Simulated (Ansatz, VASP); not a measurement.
# One calculation of Sc, two programs

```
Sc
1.0
     2.91758    0.05120    0.01098
     1.41417    2.55243    0.01569
     1.43544    0.85830    2.39150
Sc
1
Direct
  0.00000 0.00000 0.00000
```

Alike in both runs: functional PBEsol; k mesh 18 × 18 × 18; occupations gaussian, width 0.1 eV; no spin polarisation.

Ansatz relaxed the structure, and its values are those at the end. VASP's run is a single point on that final structure, the one shown.

```csv
,VASP,Ansatz
version,VASP 6.6.1,Ansatz 0.2.0
potentials or method,"VASP PAW PBE potentials, release 64 (Sc_sv)","scalar-relativistic, plane waves, PAW"
plane-wave cutoff (eV),520,420
valence electrons in the cell,11,11
```

```csv
,VASP,Ansatz,Ansatz less VASP
gap on the k mesh at the Fermi level (eV),none,none,-
pressure (GPa),25.1,25.0,-0.11
```

A gap of «none» marks a metal or a gap that the smearing closes. Ansatz warned: «near_symmetry_operations_not_taken».

Caveats: so large a pressure means that the cell lies far from this level's equilibrium, or that cutoff or potentials fall short (VASP); the potentials were made for another functional, which shifts forces and pressure (VASP).
